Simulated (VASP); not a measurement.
# Ru (I4/mmm) in VASP: single point with LDA

Aim: the single point of Ru with LDA.

Program: VASP 6.6.1. These are calculated values, not measurements. Logs are shortened: lines on timing, memory, paths and dates and some standing lists are left out, and cuts for length are marked.

## Step 1: The cell of the first run

The structure is tetragonal, space group I4/mmm (No. 139). Conventional cell: a = 2.789 Å, b = 2.789 Å, c = 3.715 Å, α = 90.00°, β = 90.00°, γ = 90.00°. Ru (site symmetry 4/mmm) is surrounded by 12 Ru at 2.71 to 2.79 Å.

This isn't the form of Ru at room conditions, which is hcp.

## Step 2: Single point, LDA (strain +0.030 along x and y, -0.030 along z, atoms carried along)

INCAR reads:

```
SYSTEM = Ru
PREC = Accurate
ENCUT = 520
EDIFF = 1E-6
ISMEAR = 0
SIGMA = 0.15
LREAL = .FALSE.
LASPH = .TRUE.
NELM = 100
ALGO = Fast
ISIF = 2
LWAVE = .FALSE.
LCHARG = .TRUE.
LELF = .TRUE.
LVHAR = .TRUE.
NBANDS = 13
```

KPOINTS reads:

```
Automatic mesh
0
G
  22 22 22
  0 0 0
```

POSCAR reads:

```
Ru
1.0
    0.0000000000      1.9724500000      1.8575500000
    1.9724500000      0.0000000000      1.8575500000
    1.9724500000      1.9724500000      0.0000000000
Ru
1
Direct
    0.0000000000      0.0000000000      0.0000000000
```

Potentials or basis: VASP PAW LDA potentials, release 64 (Ru_pv).

Run with:

```bash
$ cat potpaw_LDA.64/Ru_pv/POTCAR > POTCAR
$ mpirun -np 1 vasp_std > vasp.out
```

OUTCAR:

```text
SYSTEM = Ru
   PREC = Accurate
   ENCUT = 520
   EDIFF = 1E-6
   ISMEAR = 0
   LREAL = .FALSE.
   LASPH = .TRUE.
   NELM = 100
   ISIF = 2

 ion  position               nearest neighbor table
   1  0.000  0.000  0.000-

  LATTYP: Found a body centered tetragonal cell.
 ALAT       =     2.7894655411
 C/A-ratio  =     1.3318321898

  Lattice vectors:

 A1 = (   0.0000000000,  -1.9724500000,  -1.8575500000)
 A2 = (   0.0000000000,   1.9724500000,  -1.8575500000)
 A3 = (   1.9724500000,   0.0000000000,   1.8575500000)

Analysis of symmetry for initial positions (statically):
=====================================================================
 Subroutine PRICEL returns:
 Original cell was already a primitive cell.

 Routine SETGRP: Setting up the symmetry group for a
 body centered tetragonal supercell.

 Subroutine GETGRP returns: Found 16 space group operations
 (whereof 16 operations were pure point group operations)
 out of a pool of 16 trial point group operations.

The static configuration has the point symmetry D_4h.

Analysis of symmetry for dynamics (positions and initial velocities):
=====================================================================
 Subroutine PRICEL returns:
 Original cell was already a primitive cell.

 Routine SETGRP: Setting up the symmetry group for a
 body centered tetragonal supercell.

 Subroutine GETGRP returns: Found 16 space group operations
 (whereof 16 operations were pure point group operations)
 out of a pool of 16 trial point group operations.

The dynamic configuration has the point symmetry D_4h.

 Subroutine INISYM returns: Found 16 space group operations
 (whereof 16 operations are pure point group operations),
 and found     1 'primitive' translations

----------------------------------------------------------------------------------------

                                     Primitive cell

  volume of cell :      14.4538

  direct lattice vectors                    reciprocal lattice vectors
     0.000000000  1.972450000  1.857550000    -0.253491850  0.253491850  0.269171758
     1.972450000  0.000000000  1.857550000     0.253491850 -0.253491850  0.269171758
     1.972450000  1.972450000  0.000000000     0.253491850  0.253491850 -0.269171758

  length of vectors
     2.709437396  2.709437396  2.789465541     0.448296411  0.448296411  0.448296411

  position of ions in fractional coordinates (direct lattice)
     0.000000000  0.000000000  0.000000000

  ion indices of the primitive-cell ions
   primitive index   ion index
                 1           1

----------------------------------------------------------------------------------------

 KPOINTS: Automatic mesh

Automatic generation of k-mesh.
 Grid dimensions read from file:
 generate k-points for:   22   22   22

 Generating k-lattice:

  Cartesian coordinates                     Fractional coordinates (reciprocal lattice)
    -0.011522357  0.011522357  0.012235080     0.045454545  0.000000000  0.000000000
     0.011522357 -0.011522357  0.012235080     0.000000000  0.045454545  0.000000000
     0.011522357  0.011522357 -0.012235080    -0.000000000 -0.000000000  0.045454545

  Length of vectors
     0.020377110  0.020377110  0.020377110

  Shift w.r.t. Gamma in fractional coordinates (k-lattice)
     0.000000000  0.000000000  0.000000000

 Subroutine IBZKPT returns following result:
 ===========================================

 Found    834 irreducible k-points:

 Following reciprocal coordinates:
            Coordinates               Weight
  0.000000  0.000000  0.000000      1.000000
  0.045455  0.000000  0.000000      8.000000
  0.090909  0.000000  0.000000      8.000000
  0.136364  0.000000  0.000000      8.000000
  0.181818  0.000000  0.000000      8.000000
  0.227273  0.000000  0.000000      8.000000
[... 16 lines left out ...]
  0.500000  0.045455  0.000000      8.000000
 -0.454545  0.045455  0.000000      8.000000
 [... further k-points ...]
   k-points           NKPTS =    834   k-points in BZ     NKDIM =    834   number of bands    NBANDS=     13
   number of dos      NEDOS =    301   number of ions     NIONS =      1
   total plane-waves  NPLWV =   9600
   dimension x,y,z NGX =    20 NGY =   20 NGZ =   24
   dimension x,y,z NGXF=    40 NGYF=   40 NGZF=   48
   ions per type =               1
   NGX,Y,Z   is equivalent  to a cutoff of  12.27, 12.27, 14.30 a.u.
   NGXF,Y,Z  is equivalent  to a cutoff of  24.54, 24.54, 28.61 a.u.
 SYSTEM =  Ru
   PREC   = accura    normal or accurate (medium, high low for compatibility)
   ISTART =      0    job   : 0-new  1-cont  2-samecut
   ICHARG =      2    charge: 1-file 2-atom 10-const
   ISPIN  =      1    spin polarized calculation?
   LNONCOLLINEAR =      F non collinear calculations
   LSORBIT =      F    spin-orbit coupling
   LASPH  =      T    aspherical Exc in radial PAW
   ENCUT  =  520.0 eV  38.22 Ry    6.18 a.u.   5.04  5.04  5.19*2*pi/ulx,y,z
   NELM   =    100;   NELMIN=  2; NELMDL= -5     # of ELM steps
   EDIFF  = 0.1E-05   stopping-criterion for ELM
   LREAL  =      F    real-space projection
   EDIFFG = 0.1E-04   stopping-criterion for IOM
   NSW    =      0    number of steps for IOM
   IBRION =     -1    ionic relax: 0-MD 1-quasi-New 2-CG
   NFREE  =      0    steps in history (QN), initial steepest desc. (CG)
   ISIF   =      2    stress and relaxation
   ISYM   =      2    0-nonsym 1-usesym 2-fastsym
   POTIM  = 0.5000    time-step for ionic-motion
   TEBEG  =    0.0;   TEEND  =   0.0 temperature during run
   PSTRESS=    0.0 pullay stress
   NELECT =      14.0000    total number of electrons
   NUPDOWN=      -1.0000    fix difference up-down
   EMIN   =  10.00;   EMAX   =-10.00  energy-range for DOS
   EFERMI =   0.00;   METHOD = LEGACY
   ISMEAR =     0;   SIGMA  =   0.15  broadening in eV -4-tet -1-fermi 0-gaus
   EFERMI_NEDOS =   21; number of points for ismear=-14 and -15
   IALGO  =     68    algorithm
   IMIX   =      4    mixing-type and parameters
     AMIX     =   0.40;   BMIX     =  1.00
     AMIX_MAG =   1.60;   BMIX_MAG =  1.00
  volume/ion in A,a.u.               =      14.45        97.54
  Fermi-wavevector in a.u.,A,eV,Ry     =   1.619782  3.060945 35.697537  2.623695
  Thomas-Fermi vector in A             =   2.713827
   LORBIT       =      0    0 simple, 1 ext, 2 COOP (PROOUT), +10 PAW based schemes
   GGA     = CA    functional components
   LHFCALC =     F    Hartree Fock is set to
   AEXX    =    0.0000 exact exchange contribution
   IVDW    =     0    specifies the selected vdW correction
   LEPSILON=     F    determine dielectric tensor
   LRPA    =     F    only Hartree local field effects (RPA)
 non-spin polarized calculation
 RMM-DIIS sequential band-by-band and
 Gauss-broadening in eV      SIGMA  =   0.15
  energy-cutoff  :      520.00
  volume of cell :       14.45
 maximum number of plane-waves:       415
   NGX =  9   NGY =  9   NGZ = 11

 number of electron      13.9999996 magnetization

 Free energy of the ion-electron system (eV)
  ---------------------------------------------------
  ext. energy  EPLUGINS =         0.00000000
  ---------------------------------------------------
  free energy    TOTEN  =       -10.44270920 eV

  energy without entropy =      -10.43119135  energy(sigma->0) =      -10.43695028

 E-fermi :  11.5075     XC(G=0): -14.0004

 val. band max:       11.5071483261   @ k =  -0.0909  -0.0000   0.0909
 cond. band min:      11.5139261197   @ k =  -0.1364   0.3182   0.1818
 fundamental gap:      0.0067777936
 Fermi energy:        11.5074643734

 k-point     1 :       0.0000    0.0000    0.0000
  band No.  band energies     occupation
      1     -30.7203      2.00000
      2     -30.7203      2.00000
      3     -30.7174      2.00000
      4       3.9139      2.00000
      5       8.9258      2.00000
      6       8.9258      2.00000
      7       9.5776      2.00000
      8      10.9567      2.00000
      9      11.7235      0.04165
     10      21.6499      0.00000
     11      26.6225      0.00000
     12      31.2821      0.00000
     13      31.2821      0.00000

 k-point     2 :       0.0455    0.0000    0.0000
  band No.  band energies     occupation
      1     -30.7380      2.00000
      2     -30.7235      2.00000
      3     -30.7201      2.00000
      4       3.9977      2.00000
      5       8.9146      2.00000
      6       8.9602      2.00000
      7       9.5799      2.00000
      8      10.9423      2.00000
      9      11.6954      0.07647
     10      21.6499      0.00000
     11      26.7575      0.00000
     12      31.0720      0.00000
     13      31.4123      0.00000

 k-point     3 :       0.0909    0.0000    0.0000
  band No.  band energies     occupation
      1     -30.7924      2.00000
      2     -30.7329      2.00000
      3     -30.7251      2.00000
      4       4.2419      2.00000
      5       8.8663      2.00000
      6       9.0521      2.00000
      7       9.6081      2.00000
      8      10.9133      2.00000
      9      11.6215      0.28247
     10      21.6499      0.00000
     11      27.1373      0.00000
     12      30.3461      0.00000
     13      31.7959      0.00000
[... 305 lines left out ...]
 k-point    23 :       0.5000    0.0455    0.0000
  band No.  band energies     occupation
      1     -31.5972      2.00000
      2     -30.8823      2.00000
      3     -30.8125      2.00000
      4       5.9087      2.00000
      5       8.7391      2.00000
      6       9.3115      2.00000
      7      11.7810      0.00992
      8      13.2690      0.00000
      9      13.6016      0.00000
     10      20.8040      0.00000
     11      21.6541      0.00000
     12      26.2517      0.00000
     13      31.4042      0.00000

 k-point    24 :      -0.4545    0.0455    0.0000
  band No.  band energies     occupation
      1     -31.5884      2.00000
      2     -30.8778      2.00000
      3     -30.8157      2.00000
      4       5.9186      2.00000
      5       8.7425      2.00000
      6       9.3138      2.00000
      7      11.7704      0.01319
      8      13.1462      0.00000
      9      13.5375      0.00000
     10      20.9662      0.00000
     11      21.6551      0.00000
     12      26.2930      0.00000
     13      31.6786      0.00000

 [... further k-points ...]

------------------------ aborting loop because EDIFF is reached ----------------------------------------

  FORCE on cell =-STRESS in cart. coord.  units (eV):
  Direction    XX          YY          ZZ          XY          YZ          ZX
  --------------------------------------------------------------------------------------
  -------------------------------------------------------------------------------------
  Total       -2.7880565     -2.7880565     -1.5464569      0.0000000      0.0000000     -0.0000000
  in kB     -309.0506306   -309.0506306   -171.4217368      0.0000000      0.0000000     -0.0000000
  external PRESSURE =    -263.1743327 kB  Pullay stress =       0.0000000 kB

 VOLUME and BASIS-vectors are now :
 -----------------------------------------------------------------------------
  energy-cutoff  :      520.00
  volume of cell :       14.45
      direct lattice vectors                 reciprocal lattice vectors
     0.000000000  1.972450000  1.857550000    -0.253491850  0.253491850  0.269171758
     1.972450000  0.000000000  1.857550000     0.253491850 -0.253491850  0.269171758
     1.972450000  1.972450000  0.000000000     0.253491850  0.253491850 -0.269171758

 POSITION                                       TOTAL-FORCE (eV/Angst)
 -----------------------------------------------------------------------------------
      0.00000      0.00000      0.00000        -0.000000      0.000000      0.000000
 -----------------------------------------------------------------------------------
    total drift:                                0.000000     -0.000000      0.000000

  FREE ENERGIE OF THE ION-ELECTRON SYSTEM (eV)
  ---------------------------------------------------
  free  energy   TOTEN  =       -10.4427092019 eV

  energy  without entropy=      -10.4311913495  energy(sigma->0) =      -10.43695028
```

Run time: 77 s. Hardware: 1 thread of Intel Xeon Platinum 8488C (Sapphire Rapids), shared host; peak memory 0.25 GiB.

What came out:

```
Free energy            : -10.4427 eV
Pressure               : -26.3 GPa
Band gap on the k mesh : none (metal or under the smearing width)
```

Stress tensor (GPa, compression positive):
```
-30.91   0.00   0.00
  0.00 -30.91   0.00
  0.00   0.00 -17.14
```

Levels at points of the mesh, in eV from the Fermi level:
| k point | band 5 | band 6 | band 7 | band 8 | band 9 | band 10 |
| --- | --- | --- | --- | --- | --- | --- |
| (0.00, 0.00, 0.00) | -2.58 | -2.58 | -1.93 | -0.55 | 0.22 | 10.14 |
| (0.50, 0.00, 0.00) | -2.83 | -2.12 | 0.98 | 1.37 | 1.76 | 9.29 |
| (0.50, 0.50, 0.00) | -5.49 | 1.53 | 2.06 | 2.06 | 4.29 | 10.14 |
| (0.50, 0.00, 0.50) | -5.39 | 1.50 | 1.72 | 2.28 | 3.04 | 10.14 |

Caveat: so large a pressure means that the cell lies far from this level's equilibrium, or that cutoff or potentials fall short.
